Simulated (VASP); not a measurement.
# CdS (P6_3mc) in VASP: further runs

The runs below take CdS through relaxation of cell and atoms, with PBEsol.

Program: VASP 6.6.1. These are calculated values, not measurements. Logs are shortened: lines on timing, memory, paths and dates and some standing lists are left out, and cuts for length are marked.

### Step 1. Starting point

The structure is hexagonal, space group P6_3mc (No. 186). The conventional cell has a = 4.150 Å, b = 4.150 Å, c = 6.737 Å, α = 90.00°, β = 90.00°, γ = 120.00°. Around Cd (site symmetry 3m) lie 4 S at 2.53 to 2.54 Å. S (site symmetry 3m) has 4 Cd at 2.53 to 2.54 Å as nearest neighbours.

### Step 2. Relaxation of cell and atoms, PBEsol

Input file INCAR:

```
SYSTEM = CdS
PREC = Accurate
ENCUT = 600
EDIFF = 1E-6
ISMEAR = 0
SIGMA = 0.03
LREAL = .False.
LASPH = .True.
NELM = 80
ALGO = Normal
ISIF = 3
LWAVE = .False.
LCHARG = .False.
GGA = PS
IBRION = 2
NSW = 90
EDIFFG = -0.01
KPAR = 4
```

Input file KPOINTS:

```
regular mesh
0
Gamma
  9 9 4
  0 0 0
```

Input file POSCAR:

```
CdS
1.0
    4.1500000000      0.0000000000      0.0000000000
   -2.0750000000      3.5940054300      0.0000000000
    0.0000000000      0.0000000000      6.7370000000
Cd S
2 2
Direct
    0.3333333300      0.6666666700      0.0000000000
    0.6666666700      0.3333333300      0.5000000000
    0.3333333300      0.6666666700      0.3750000000
    0.6666666700      0.3333333300      0.8750000000
```

Potentials or basis: VASP PAW PBE potentials, release 64 (Cd, S).

The run is started by

```sh
> cat potpaw_PBE.64/Cd/POTCAR potpaw_PBE.64/S/POTCAR > POTCAR
> mpirun -np 4 vasp_std > vasp.out
```

OUTCAR:

```text
SYSTEM = CdS
   PREC = Accurate
   ENCUT = 600
   EDIFF = 1E-6
   ISMEAR = 0
   LREAL = .False.
   LASPH = .True.
   NELM = 80
   ISIF = 3
   GGA = PS
   IBRION = 2
   NSW = 90
   EDIFFG = -0.01

 ion  position               nearest neighbor table
   1  0.333  0.667  0.000-   3 2.53   4 2.54   4 2.54   4 2.54
   2  0.667  0.333  0.500-   4 2.53   3 2.54   3 2.54   3 2.54
   3  0.333  0.667  0.375-   1 2.53   2 2.54   2 2.54   2 2.54
   4  0.667  0.333  0.875-   2 2.53   1 2.54   1 2.54   1 2.54

  LATTYP: Found a hexagonal cell.
 ALAT       =     4.1500000000
 C/A-ratio  =     1.6233734940

  Lattice vectors:

 A1 = (   4.1500000000,   0.0000000000,   0.0000000000)
 A2 = (  -2.0750000000,   3.5940054300,   0.0000000000)
 A3 = (   0.0000000000,   0.0000000000,   6.7370000000)

Analysis of symmetry for initial positions (statically):
=====================================================================
 Subroutine PRICEL returns:
 Original cell was already a primitive cell.

 Routine SETGRP: Setting up the symmetry group for a
 hexagonal supercell.

 Subroutine GETGRP returns: Found 12 space group operations
 (whereof  6 operations were pure point group operations)
 out of a pool of 24 trial point group operations.

The static configuration has the point symmetry C_3v.
 The point group associated with its full space group is C_6v.

Analysis of symmetry for dynamics (positions and initial velocities):
=====================================================================
 Subroutine PRICEL returns:
 Original cell was already a primitive cell.

 Routine SETGRP: Setting up the symmetry group for a
 hexagonal supercell.

 Subroutine GETGRP returns: Found 12 space group operations
 (whereof  6 operations were pure point group operations)
 out of a pool of 24 trial point group operations.

The dynamic configuration has the point symmetry C_3v.
 The point group associated with its full space group is C_6v.

 Subroutine INISYM returns: Found 12 space group operations
 (whereof  6 operations are pure point group operations),
 and found     1 'primitive' translations

----------------------------------------------------------------------------------------

                                     Primitive cell

  volume of cell :     100.4832

[... 99 lines left out ...]
   ISYM   =      2    0-nonsym 1-usesym 2-fastsym
   POTIM  = 0.5000    time-step for ionic-motion
   TEBEG  =    0.0;   TEEND  =   0.0 temperature during run
   PSTRESS=    0.0 pullay stress
   NELECT =      36.0000    total number of electrons
   NUPDOWN=      -1.0000    fix difference up-down
   EMIN   =  10.00;   EMAX   =-10.00  energy-range for DOS
   EFERMI =   0.00;   METHOD = LEGACY
   ISMEAR =     0;   SIGMA  =   0.03  broadening in eV -4-tet -1-fermi 0-gaus
   EFERMI_NEDOS =   21; number of points for ismear=-14 and -15
   IALGO  =     38    algorithm
   IMIX   =      4    mixing-type and parameters
     AMIX     =   0.40;   BMIX     =  1.00
     AMIX_MAG =   1.60;   BMIX_MAG =  1.00
  volume/ion in A,a.u.               =      25.12       169.52
  Fermi-wavevector in a.u.,A,eV,Ry     =   1.162727  2.197236 18.394190  1.351935
  Thomas-Fermi vector in A             =   2.299285
   LORBIT       =      0    0 simple, 1 ext, 2 COOP (PROOUT), +10 PAW based schemes
   GGA     = PS    functional components
   LHFCALC =     F    Hartree Fock is set to
   AEXX    =    0.0000 exact exchange contribution
   IVDW    =     0    specifies the selected vdW correction
   LEPSILON=     F    determine dielectric tensor
   LRPA    =     F    only Hartree local field effects (RPA)
 conjugate gradient relaxation of ions
 non-spin polarized calculation
 Gauss-broadening in eV      SIGMA  =   0.03
  energy-cutoff  :      600.00
  volume of cell :      100.48
 maximum number of plane-waves:      3378
 NGX is ok and might be reduce to    36
   NGX = 17   NGY = 17   NGZ = 27

--------------------------------------- Ionic step        1  -------------------------------------------

 number of electron      36.0000008 magnetization

 Free energy of the ion-electron system (eV)
  ---------------------------------------------------
  ext. energy  EPLUGINS =         0.00000000
  ---------------------------------------------------
  free energy    TOTEN  =       -13.63111365 eV

  energy without entropy =      -13.63111365  energy(sigma->0) =      -13.63111365

------------------------ aborting loop because EDIFF is reached ----------------------------------------

  FORCE on cell =-STRESS in cart. coord.  units (eV):
  Direction    XX          YY          ZZ          XY          YZ          ZX
  --------------------------------------------------------------------------------------
  -------------------------------------------------------------------------------------
  Total       -0.4391269     -0.4391269     -0.0662362      0.0000000      0.0000000      0.0000000
  in kB       -7.0017612     -7.0017612     -1.0561191      0.0000000      0.0000000      0.0000000
  external PRESSURE =      -5.0198805 kB  Pullay stress =       0.0000000 kB
[... 63 lines left out ...]
--------------------------------------- Ionic step        3  -------------------------------------------

 number of electron      36.0000004 magnetization

 Free energy of the ion-electron system (eV)
  ---------------------------------------------------
  ext. energy  EPLUGINS =         0.00000000
  ---------------------------------------------------
  free energy    TOTEN  =       -13.63428952 eV

  energy without entropy =      -13.63428952  energy(sigma->0) =      -13.63428952

 E-fermi :   1.3712     XC(G=0):  -9.3624

 val. band max:        1.1975654655   @ k =   0.0000   0.0000   0.0000
 cond. band min:       2.2778344121   @ k =   0.0000   0.0000   0.0000
 fundamental gap:      1.0802689466
 Fermi energy:         1.3711853973

 k-point     1 :       0.0000    0.0000    0.0000
  band No.  band energies     occupation
      1     -11.1822      2.00000
      2     -10.7392      2.00000
      3      -6.5097      2.00000
      4      -6.4997      2.00000
      5      -6.4997      2.00000
      6      -6.4143      2.00000
[... 589 lines left out ...]
     21       6.1347      0.00000
     22       7.8644      0.00000

 [... further k-points ...]

------------------------ aborting loop because EDIFF is reached ----------------------------------------

  FORCE on cell =-STRESS in cart. coord.  units (eV):
  Direction    XX          YY          ZZ          XY          YZ          ZX
  --------------------------------------------------------------------------------------
  -------------------------------------------------------------------------------------
  Total        0.0092681      0.0092681     -0.0243854      0.0000000     -0.0000000      0.0000000
  in kB        0.1493846      0.1493846     -0.3930457      0.0000000     -0.0000000      0.0000000
  external PRESSURE =      -0.0314255 kB  Pullay stress =       0.0000000 kB
[... 19 lines left out ...]
  FREE ENERGIE OF THE ION-ELECTRON SYSTEM (eV)
  ---------------------------------------------------
  free  energy   TOTEN  =       -13.6342895228 eV

  energy  without entropy=      -13.6342895228  energy(sigma->0) =      -13.63428952

 reached required accuracy - stopping structural energy minimisation
```

OSZICAR:

```text
N       E                     dE             d eps       ncg     rms          rms(c)
DAV:   1     0.271572991689E+03    0.27157E+03   -0.19195E+04  1584   0.168E+03
DAV:   2     0.117913164531E+01   -0.27039E+03   -0.26317E+03  1758   0.379E+02
DAV:   3    -0.144456662581E+02   -0.15625E+02   -0.15572E+02  1950   0.905E+01
[... 20 lines left out ...]
DAV:   1    -0.136344218681E+02   -0.14681E-03   -0.39326E-03  1650   0.638E-01    0.872E-02
DAV:   2    -0.136343075556E+02    0.11431E-03   -0.36263E-04  1782   0.242E-01    0.308E-02
DAV:   3    -0.136342940473E+02    0.13508E-04   -0.36916E-05  1770   0.545E-02    0.256E-02
DAV:   4    -0.136342901073E+02    0.39400E-05   -0.35639E-06  1534   0.159E-02    0.387E-03
DAV:   5    -0.136342895228E+02    0.58459E-06   -0.12411E-06   810   0.141E-02
   3 F= -.13634290E+02 E0= -.13634290E+02  d E =-.317587E-02
```

It took 41 s on 4 MPI ranks of Intel Xeon Platinum 8488C (Sapphire Rapids), shared host; peak memory 0.3 GiB.

Results:

```
Free energy                            : -13.6343 eV
Relaxed volume                         : 24.85 Å³/atom
Relaxed cell                           : a = 4.129 Å, b = 4.129 Å, c = 6.732 Å, α = 90.00°, β = 90.00°, γ = 120.00°
Space group after relaxing (to 0.05 Å) : P6_3mc (No. 186)
Energy gained by relaxing              : 0.8 meV/atom
Ionic steps                            : 3
Pressure after relaxing                : 0.0 GPa
Largest force after relaxing           : 0.005 eV/Å
Band gap on the k mesh                 : 1.08 eV, direct
```

Forces in eV/Å, atoms in the order of the input:
```
Cd   0.000  0.000 -0.005
Cd   0.000  0.000 -0.005
S    0.000  0.000  0.005
S    0.000  0.000  0.005
```

The path:
| step | energy change (eV) | largest force (eV/Å) | pressure (GPa) | volume (Å³) |
| --- | --- | --- | --- | --- |
| 1 | 0.0000 | 0.0669 | -0.50 | 100.48 |
| 2 | -0.0032 | 0.0018 | 0.05 | 99.34 |
| 3 | -0.0032 | 0.0054 | 0.00 | 99.40 |

Final structure:
```xyz
4
Lattice="4.1292 0.0000 0.0000 -2.0646 3.5760 0.0000 0.0000 0.0000 6.7319" Properties=species:S:1:pos:R:3 pbc="T T T"
Cd    0.0000    2.3840    6.7288
Cd    2.0646    1.1920    3.3629
S     0.0000    2.3840    2.5275
S     2.0646    1.1920    5.8935
```

Levels at points of the mesh, in eV from the valence-band top:
```tsv
k point	band 14	band 15	band 16	band 17	band 18	band 19	band 20	band 21	band 22
(0.00, 0.00, 0.00)	-0.77	-0.77	-0.05	0.00	0.00	1.08	2.69	6.39	6.39
(0.00, 0.00, 0.50)	-2.53	-0.40	-0.40	-0.40	-0.40	2.75	2.75	6.06	6.06
```

Caveat: the PAW data sets were made with another functional, which shifts forces and pressure a little.

### Step 3. Relaxation of cell and atoms, PBEsol

This run uses another cell than the first one, of 24.85 Å³/atom, 0.989 times its volume.

Edit INCAR of step 2 so:

```diff
@@ -3,3 +3,3 @@
 ENCUT = 600
-EDIFF = 1E-6
+EDIFF = 1E-7
 ISMEAR = 0
@@ -16,3 +16,3 @@
 NSW = 90
-EDIFFG = -0.01
+EDIFFG = -0.005
 KPAR = 4
```

KPOINTS is that of step 2.

Input file POSCAR:

```
CdS                                     
1.0
    4.1291875703      0.0000000000      0.0000000000
   -2.0645937852      3.5759813371     -0.0000000000
    0.0000000000      0.0000000000      6.7319037957
  Cd              S             
     2     2
Direct
     0.3333333300000021    0.6666666699999979    0.9995462563355958
     0.6666666699999979    0.3333333300000021    0.4995462563355957
     0.3333333300000021    0.6666666699999979    0.3754537436644043
     0.6666666699999979    0.3333333300000021    0.8754537436644042
```

Potentials or basis: VASP PAW PBE potentials, release 64 (Cd, S).

The run is started by

```sh
> cat potpaw_PBE.64/Cd/POTCAR potpaw_PBE.64/S/POTCAR > POTCAR
> mpirun -np 4 vasp_std > vasp.out
```

OUTCAR:

```text
SYSTEM = CdS
   PREC = Accurate
   ENCUT = 600
   EDIFF = 1E-7
   ISMEAR = 0
   LREAL = .False.
   LASPH = .True.
   NELM = 80
   ISIF = 3
   GGA = PS
   IBRION = 2
   NSW = 90
   EDIFFG = -0.005

 ion  position               nearest neighbor table
   1  0.333  0.667  1.000-   4 2.53   4 2.53   4 2.53   3 2.53
   2  0.667  0.333  0.500-   3 2.53   3 2.53   3 2.53   4 2.53
   3  0.333  0.667  0.375-   2 2.53   2 2.53   2 2.53   1 2.53
   4  0.667  0.333  0.875-   1 2.53   1 2.53   1 2.53   2 2.53

  LATTYP: Found a hexagonal cell.
 ALAT       =     4.1291875703
 C/A-ratio  =     1.6303216265

  Lattice vectors:

 A1 = (   4.1291875703,   0.0000000000,   0.0000000000)
 A2 = (  -2.0645937852,   3.5759813371,   0.0000000000)
[... 341 lines left out ...]
  ext. energy  EPLUGINS =         0.00000000
  ---------------------------------------------------
  free energy    TOTEN  =       -13.63394220 eV

  energy without entropy =      -13.63394220  energy(sigma->0) =      -13.63394220

 E-fermi :   1.3702     XC(G=0):  -9.3621

 val. band max:        1.1952936341   @ k =   0.0000   0.0000   0.0000
 cond. band min:       2.2787462169   @ k =   0.0000   0.0000   0.0000
 fundamental gap:      1.0834525828
 Fermi energy:         1.3701655323

 k-point     1 :       0.0000    0.0000    0.0000
  band No.  band energies     occupation
      1     -11.1823      2.00000
      2     -10.7385      2.00000
      3      -6.5083      2.00000
      4      -6.5003      2.00000
      5      -6.5003      2.00000
      6      -6.4151      2.00000
[... 589 lines left out ...]
     21       6.1444      0.00000
     22       7.8587      0.00000

 [... further k-points ...]

------------------------ aborting loop because EDIFF is reached ----------------------------------------

  FORCE on cell =-STRESS in cart. coord.  units (eV):
  Direction    XX          YY          ZZ          XY          YZ          ZX
  --------------------------------------------------------------------------------------
  -------------------------------------------------------------------------------------
  Total        0.0011907      0.0011907      0.0067647     -0.0000000      0.0000000      0.0000000
  in kB        0.0191907      0.0191907      0.1090313     -0.0000000      0.0000000      0.0000000
  external PRESSURE =       0.0491376 kB  Pullay stress =       0.0000000 kB
[... 19 lines left out ...]
  FREE ENERGIE OF THE ION-ELECTRON SYSTEM (eV)
  ---------------------------------------------------
  free  energy   TOTEN  =       -13.6339421958 eV

  energy  without entropy=      -13.6339421958  energy(sigma->0) =      -13.63394220

 reached required accuracy - stopping structural energy minimisation
```

CONTCAR:

```text
CdS
   1.00000000000000
     4.1314642994802613   -0.0000000000000319    0.0000000000000000
    -2.0657321497901857    3.5779530424146531   -0.0000000000000000
    -0.0000000000000000    0.0000000000000000    6.7246185130230920
  Cd              S
     2     2
Direct
     0.3333333300000021    0.6666666699999979    0.9993193371701267
     0.6666666699999979    0.3333333300000021    0.4993193371701266
     0.3333333300000021    0.6666666699999979    0.3756806628298734
     0.6666666699999979    0.3333333300000021    0.8756806628298733

  0.00000000E+00  0.00000000E+00  0.00000000E+00
  0.00000000E+00  0.00000000E+00  0.00000000E+00
  0.00000000E+00  0.00000000E+00  0.00000000E+00
  0.00000000E+00  0.00000000E+00  0.00000000E+00
```

Wall time 92 s (4 MPI ranks of Intel Xeon Platinum 8488C (Sapphire Rapids), shared host); peak memory 0.3 GiB.

What came out:

* Free energy: -13.6339 eV
* Energy gained by relaxing: 0.0 meV/atom
* Ionic steps: 5
* Pressure after relaxing: 0.0 GPa
* Band gap on the k mesh: 1.08 eV, direct

Forces on the atoms (eV/Å):
```
Cd   0.000  0.000 -0.003
Cd   0.000  0.000 -0.003
S    0.000  0.000  0.003
S    0.000  0.000  0.003
```

Final structure:
```yaml
crystal:
  lattice:
    - [4.13146, 0.00000, 0.00000]
    - [-2.06573, 3.57795, 0.00000]
    - [0.00000, 0.00000, 6.72462]
  atoms:
    - { symbol: Cd, position: [0.33333, 0.66667, 0.99932] }
    - { symbol: Cd, position: [0.66667, 0.33333, 0.49932] }
    - { symbol: S, position: [0.33333, 0.66667, 0.37568] }
    - { symbol: S, position: [0.66667, 0.33333, 0.87568] }
```

Levels at points of the mesh, in eV from the valence-band top:
```csv
k point,band 14,band 15,band 16,band 17,band 18,band 19,band 20,band 21,band 22
"(0.00, 0.00, 0.00)",-0.77,-0.77,-0.05,0.00,0.00,1.08,2.68,6.38,6.38
"(0.00, 0.00, 0.50)",-2.52,-0.40,-0.40,-0.40,-0.40,2.75,2.75,6.07,6.07
```

Caveat: the PAW data sets were made with another functional, which shifts forces and pressure a little. Expect the measured gap to be larger: semilocal functionals such as PBEsol lack the derivative discontinuity.

### Step 4. Relaxation of cell and atoms, PBEsol

Input file INCAR:

```
SYSTEM = CdS
PREC = Accurate ; ENCUT = 600
EDIFF = 1E-6 ; ISMEAR = 0
SIGMA = 0.03 ; LREAL = .FALSE.
LASPH = .TRUE. ; NELM = 80
ALGO = Normal ; ISIF = 3
LWAVE = .FALSE. ; LCHARG = .FALSE.
GGA = PS ; IBRION = 2
NSW = 90 ; EDIFFG = -0.01
```

Input file KPOINTS:

```
Automatic mesh
0
G
  9 9 4
  0 0 0
```

Input file POSCAR:

```
CdS
1.0
    4.1500000000      0.0000000000      0.0000000000
   -2.0750000000      3.5940054300      0.0000000000
    0.0000000000      0.0000000000      6.7370000000
Cd S
2 2
Direct
    0.3333333300      0.6666666700      0.0000000000
    0.6666666700      0.3333333300      0.5000000000
    0.3333333300      0.6666666700      0.3750000000
    0.6666666700      0.3333333300      0.8750000000
```

The run is started by

```sh
> cat potpaw_PBE.64/Cd/POTCAR potpaw_PBE.64/S/POTCAR > POTCAR
> mpirun -np 1 vasp_std > vasp.out
```

Wall time 94 s (1 thread of Intel Xeon Platinum 8488C (Sapphire Rapids), shared host); peak memory 0.31 GiB.

Results (log left out):

```
Free energy                            : -13.6343 eV
Relaxed volume                         : 24.85 Å³/atom
Relaxed cell                           : a = 4.129 Å, b = 4.129 Å, c = 6.732 Å, α = 90.00°, β = 90.00°, γ = 120.00°
Space group after relaxing (to 0.05 Å) : P6_3mc (No. 186)
Energy gained by relaxing              : 0.8 meV/atom
Ionic steps                            : 3
Pressure after relaxing                : 0.0 GPa
Largest force after relaxing           : 0.005 eV/Å
Band gap on the k mesh                 : 1.08 eV, direct
```

Forces in eV/Å, atoms in the order of the input:
```
Cd   0.000  0.000 -0.005
Cd   0.000  0.000 -0.005
S    0.000  0.000  0.005
S    0.000  0.000  0.005
```

The path:
```tsv
step	energy change (eV)	largest force (eV/Å)	pressure (GPa)	volume (Å³)
1	0.0000	0.0669	-0.50	100.48
2	-0.0032	0.0018	0.05	99.34
3	-0.0032	0.0054	0.00	99.40
```

Final structure:
```yaml
crystal:
  lattice:
    - [4.12919, 0.00000, 0.00000]
    - [-2.06459, 3.57598, 0.00000]
    - [0.00000, 0.00000, 6.73190]
  atoms:
    - { symbol: Cd, position: [0.33333, 0.66667, 0.99955] }
    - { symbol: Cd, position: [0.66667, 0.33333, 0.49955] }
    - { symbol: S, position: [0.33333, 0.66667, 0.37545] }
    - { symbol: S, position: [0.66667, 0.33333, 0.87545] }
```

Levels at points of the mesh, in eV from the valence-band top:
```tsv
k point	band 14	band 15	band 16	band 17	band 18	band 19	band 20	band 21	band 22
(0.00, 0.00, 0.00)	-0.77	-0.77	-0.05	0.00	0.00	1.08	2.69	6.39	6.39
(0.00, 0.00, 0.50)	-2.53	-0.40	-0.40	-0.40	-0.40	2.75	2.75	6.06	6.06
```

Caveat: the PAW data sets were made with another functional, which shifts forces and pressure a little.
